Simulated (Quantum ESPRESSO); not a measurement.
# Zr (Fm-3m) in Quantum ESPRESSO: equation of state, part 2 of 2

Quantum ESPRESSO 7.5.

## 5. Single point, PBE, 22.93 Å³/atom

Input file pw.in:

```
&CONTROL
  calculation = 'scf'
  prefix = 'pwscf'
  outdir = './tmp'
  pseudo_dir = './pseudo'
  tprnfor = .true.
  tstress = .true.
  disk_io = 'nowf'
/
&SYSTEM
  ibrav = 0
  nat = 1
  ntyp = 1
  ecutwfc = 55
  ecutrho = 440
  nbnd = 12
  occupations = 'smearing'
  smearing = 'fd'
  degauss = 0.00367493
/
&ELECTRONS
  conv_thr = 2d-10
  electron_maxstep = 120
  mixing_beta = 0.5
/
ATOMIC_SPECIES
Zr    91.2240 Zr_pbe_v1.uspp.F.UPF
CELL_PARAMETERS angstrom
   0.0000000000    2.2550000000    2.2550000000
   2.2550000000    0.0000000000    2.2550000000
   2.2550000000    2.2550000000    0.0000000000
ATOMIC_POSITIONS crystal
Zr     0.0000000000    0.0000000000    0.0000000000
K_POINTS automatic
10 10 10 0 0 0
```

Potentials or basis: SSSP 1.3 efficiency PBE.

Run with:

```console
$ OMP_NUM_THREADS=1 pw.x -in pw.in > pw.out
```

pw.out:

```text
This program is part of the open-source Quantum ESPRESSO suite
     for quantum simulation of materials; please cite
[... 6 lines left out ...]
     using ibrav=0 with symmetry is DISCOURAGED, use correct ibrav instead

     Subspace diagonalization in iterative solution of the eigenvalue problem:
     a serial algorithm will be used

     G-vector sticks info
     --------------------
     sticks:   dense  smooth     PW     G-vecs:    dense   smooth      PW
     Sum        1099     559    169                24045     8609    1471

     Using Slab Decomposition

     bravais-lattice index     =            0
     lattice parameter (alat)  =       6.0264  a.u.
     unit-cell volume          =     154.7627 (a.u.)^3
     number of atoms/cell      =            1
     number of atomic types    =            1
     number of electrons       =        12.00
     number of Kohn-Sham states=           12
     kinetic-energy cutoff     =      55.0000  Ry
     charge density cutoff     =     440.0000  Ry
     scf convergence threshold =      2.0E-10
     mixing beta               =       0.5000
     number of iterations used =            8  plain     mixing
     Exchange-correlation= SLA  PW   PBE  PBE
                           (   1   4   3   4   0   0   0)

     celldm(1)=   6.026434  celldm(2)=   0.000000  celldm(3)=   0.000000
     celldm(4)=   0.000000  celldm(5)=   0.000000  celldm(6)=   0.000000

     crystal axes: (cart. coord. in units of alat)
               a(1) = (   0.000000   0.707107   0.707107 )
               a(2) = (   0.707107   0.000000   0.707107 )
               a(3) = (   0.707107   0.707107   0.000000 )

     reciprocal axes: (cart. coord. in units 2 pi/alat)
               b(1) = ( -0.707107  0.707107  0.707107 )
               b(2) = (  0.707107 -0.707107  0.707107 )
               b(3) = (  0.707107  0.707107 -0.707107 )

     PseudoPot. # 1 for Zr read from file:
     Zr_pbe_v1.uspp.F.UPF
     Pseudo is Ultrasoft + core correction, Zval = 12.0
     Generated by new atomic code, or converted to UPF format
     Using radial grid of  887 points,  6 beta functions with:
                l(1) =   0
                l(2) =   0
                l(3) =   1
                l(4) =   1
                l(5) =   2
                l(6) =   2
     Q(r) pseudized with  6 coefficients,  rinner =    1.200   1.200   1.200
                                                       1.200   1.200

     atomic species   valence    mass     pseudopotential
     Zr               12.00    91.22400     Zr( 1.00)

     48 Sym. Ops., with inversion, found

   Cartesian axes

     site n.     atom                  positions (alat units)
         1        Zr     tau(   1) = (   0.0000000   0.0000000   0.0000000  )

     number of k points=    47  Fermi-Dirac smearing, width (Ry)=  0.0037
                       cart. coord. in units 2pi/alat
        k(    1) = (   0.0000000   0.0000000   0.0000000), wk =   0.0020000
        k(    2) = (   0.0707107   0.0707107  -0.0707107), wk =   0.0160000
        k(    3) = (   0.1414214   0.1414214  -0.1414214), wk =   0.0160000
        k(    4) = (   0.2121320   0.2121320  -0.2121320), wk =   0.0160000
        k(    5) = (   0.2828427   0.2828427  -0.2828427), wk =   0.0160000
        k(    6) = (  -0.3535534  -0.3535534   0.3535534), wk =   0.0080000
[... 39 lines left out ...]
        k(   46) = (  -0.0707107  -0.3535534   0.6363961), wk =   0.0480000
        k(   47) = (  -0.7071068   0.2828427   0.0000000), wk =   0.0240000

     Dense  grid:    24045 G-vectors     FFT dimensions: (  45,  45,  45)

     Smooth grid:     8609 G-vectors     FFT dimensions: (  30,  30,  30)

     Check: negative core charge=   -0.000001

     Initial potential from superposition of free atoms

     starting charge      11.9979, renormalised to      12.0000

     negative rho (up, down):  6.043E-02 0.000E+00
     Starting wfcs are   13 randomized atomic wfcs

     Self-consistent Calculation

     iteration #  1     ecut=    55.00 Ry     beta= 0.50
     Davidson diagonalization with overlap
     ethr =  1.00E-02,  avg # of iterations =  4.3

     Threshold (ethr) on eigenvalues was too large:
     Diagonalizing with lowered threshold

     Davidson diagonalization with overlap
     ethr =  1.17E-04,  avg # of iterations =  3.0

     negative rho (up, down):  6.093E-02 0.000E+00

     total energy              =     -99.14869533 Ry
     estimated scf accuracy    <       0.01475005 Ry

     iteration #  2     ecut=    55.00 Ry     beta= 0.50
     Davidson diagonalization with overlap
     ethr =  1.23E-04,  avg # of iterations =  1.8
[... 42 lines left out ...]
     iteration #  7     ecut=    55.00 Ry     beta= 0.50
     Davidson diagonalization with overlap
     ethr =  1.10E-11,  avg # of iterations =  2.3

     negative rho (up, down):  6.184E-02 0.000E+00

     End of self-consistent calculation

          k = 0.0000 0.0000 0.0000 (  1067 PWs)   bands (ev):

   -34.3832 -11.8848 -11.8848 -11.8848   8.7275  15.2814  15.2814  15.2814
    17.7391  17.7391  24.8126  29.0322

          k = 0.0707 0.0707-0.0707 (  1052 PWs)   bands (ev):

   -34.3692 -11.9871 -11.8975 -11.8975   9.0498  14.9968  15.4264  15.4264
    17.6004  17.6004  25.4827  27.8659
[... 218 lines left out ...]
   -34.1891 -12.5954 -12.4915 -12.2129  12.6921  13.5821  14.0455  16.8285
    19.5697  22.9672  22.9809  25.5465

          k =-0.7071 0.2828 0.0000 (  1066 PWs)   bands (ev):

   -34.1844 -12.6289 -12.4491 -12.2566  12.3637  13.2720  14.6371  17.0284
    20.0808  22.8407  23.8805  24.0847

     the Fermi energy is    14.2882 ev

!    total energy              =     -99.15048804 Ry
     estimated scf accuracy    <          6.6E-11 Ry
     smearing contrib. (-TS)   =      -0.00088983 Ry
     internal energy E=F+TS    =     -99.14959821 Ry

     The total energy is F=E-TS. E is the sum of the following terms:
     one-electron contribution =     -17.34743522 Ry
     hartree contribution      =      13.44976367 Ry
     xc contribution           =     -17.78552941 Ry
     ewald contribution        =     -77.46639724 Ry

     convergence has been achieved in   7 iterations

     negative rho (up, down):  6.184E-02 0.000E+00

     Forces acting on atoms (cartesian axes, Ry/au):

     atom    1 type  1   force =     0.00000000    0.00000000    0.00000000

     Total force =     0.000000     Total SCF correction =     0.000000

     Computing stress (Cartesian axis) and pressure

     negative rho (up, down):  6.184E-02 0.000E+00
          total   stress  (Ry/bohr**3)                   (kbar)     P=       11.93
   0.00008110  -0.00000000  -0.00000000           11.93       -0.00       -0.00
  -0.00000000   0.00008110  -0.00000000           -0.00       11.93       -0.00
  -0.00000000  -0.00000000   0.00008110           -0.00       -0.00       11.93

=------------------------------------------------------------------------------=
   JOB DONE.
=------------------------------------------------------------------------------=
```

Run time: 7.5 s. Hardware: 1 thread of Intel Xeon 6975P-C (Granite Rapids), shared host; peak memory 0.14 GiB.

What came out:

```yaml
Free_energy: -1349.0111 eV
Pressure: 1.2 GPa
Band_gap_on_the_k_mesh: none (metal or under the smearing width)
```

## 6. Single point, PBE, 23.39 Å³/atom

Edit pw.in of step 5 so:

```diff
@@ -28,5 +28,5 @@
 CELL_PARAMETERS angstrom
-   0.0000000000    2.2550000000    2.2550000000
-   2.2550000000    0.0000000000    2.2550000000
-   2.2550000000    2.2550000000    0.0000000000
+   0.0000000000    2.2699342101    2.2699342101
+   2.2699342101    0.0000000000    2.2699342101
+   2.2699342101    2.2699342101    0.0000000000
 ATOMIC_POSITIONS crystal
```

Potentials or basis: SSSP 1.3 efficiency PBE.

Run with:

```console
$ OMP_NUM_THREADS=1 pw.x -in pw.in > pw.out
```

Run time: 8.8 s. Hardware: 1 thread of Intel Xeon 6975P-C (Granite Rapids), shared host; peak memory 0.14 GiB.

Results (log left out):

```
Free energy            : -1349.0120 eV
Pressure               : -0.6 GPa
Band gap on the k mesh : none (metal or under the smearing width)
```

## 7. Single point, PBE, 23.85 Å³/atom

Edit pw.in of step 6 so:

```diff
@@ -28,5 +28,5 @@
 CELL_PARAMETERS angstrom
-   0.0000000000    2.2699342101    2.2699342101
-   2.2699342101    0.0000000000    2.2699342101
-   2.2699342101    2.2699342101    0.0000000000
+   0.0000000000    2.2846744556    2.2846744556
+   2.2846744556    0.0000000000    2.2846744556
+   2.2846744556    2.2846744556    0.0000000000
 ATOMIC_POSITIONS crystal
```

Run with:

```console
$ OMP_NUM_THREADS=1 pw.x -in pw.in > pw.out
```

Run time: 9.2 s. Hardware: 1 thread of Intel Xeon 6975P-C (Granite Rapids), shared host; peak memory 0.15 GiB.

Results (log left out):

| Item | Value |
| --- | --- |
| Free energy | -1349.0079 eV |
| Pressure | -2.3 GPa |
| Band gap on the k mesh | none (metal or under the smearing width) |

## 8. Single point, PBE, 24.31 Å³/atom

Edit pw.in of step 7 so:

```diff
@@ -28,5 +28,5 @@
 CELL_PARAMETERS angstrom
-   0.0000000000    2.2846744556    2.2846744556
-   2.2846744556    0.0000000000    2.2846744556
-   2.2846744556    2.2846744556    0.0000000000
+   0.0000000000    2.2992269146    2.2992269146
+   2.2992269146    0.0000000000    2.2992269146
+   2.2992269146    2.2992269146    0.0000000000
 ATOMIC_POSITIONS crystal
```

Run with:

```console
$ OMP_NUM_THREADS=1 pw.x -in pw.in > pw.out
```

Run time: 9.4 s. Hardware: 1 thread of Intel Xeon 6975P-C (Granite Rapids), shared host; peak memory 0.15 GiB.

It converged, with:

```yaml
Free_energy: -1348.9992 eV
Pressure: -3.8 GPa
Band_gap_on_the_k_mesh: none (metal or under the smearing width)
```

## 9. Equation of state, PBE

Potentials or basis: SSSP 1.3 efficiency PBE.

No new run: the results of the series are fitted here.

Results:

| Quantity | Value |
| --- | --- |
| Equilibrium volume | 23.24 Å³/atom |
| Bulk modulus | 90 GPa |
| Pressure derivative of the bulk modulus | 3.0 |

Energy against volume, from the lowest point:
| volume (Å³/atom) | energy (meV/atom) |
| --- | --- |
| 21.557 | 37.34 |
| 22.016 | 19.05 |
| 22.475 | 7.05 |
| 22.933 | 0.85 |
| 23.392 | 0.00 |
| 23.851 | 4.11 |
| 24.309 | 12.80 |
